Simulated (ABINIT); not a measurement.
Crystal: Au.

```
Au
1.0
     0.00000    2.03500    2.03500
     2.03500    0.00000    2.03500
     2.03500    2.03500    0.00000
Au
1
Direct
  0.00000 0.00000 0.00000
```

Base run:

- Program: ABINIT 10.8.3 (patched build)
- Functional: PBE
- Potentials or basis: JTH PAW PBE v2.0
- Cutoff: 680 eV
- k mesh: 11 × 11 × 11
- Occupations: fermi-dirac, width 0.05 eV
- Spin: no spin polarisation

Its results: band gap on the k mesh none (metal or under the smearing width); pressure 11.0 GPa.

Task: After a change of settings the same cell gave: band gap on the k mesh none (metal or under the smearing width); pressure 3.7 GPa. Which change was it?
A. functional from PBE to SOGGA; potentials or basis from JTH PAW PBE v2.0 to PseudoDojo NC SR PBEsol v0.4.1 standard; cutoff from 680 eV to 1034 eV; valence electrons from 11 to 19
B. functional from PBE to AM05
C. functional from PBE to WC
D. potentials or basis from JTH PAW PBE v2.0 to SG15 NC PBE v1.2; cutoff from 680 eV to 1034 eV; valence electrons from 11 to 19

Result: C.

WC binds more tightly than PBE, so the same cell stands under less pressure.

Caveats: spin-orbit coupling is left out, which moves the levels of the heavy elements; the PAW data sets were made with another functional, which shifts forces and pressure a little (some runs).
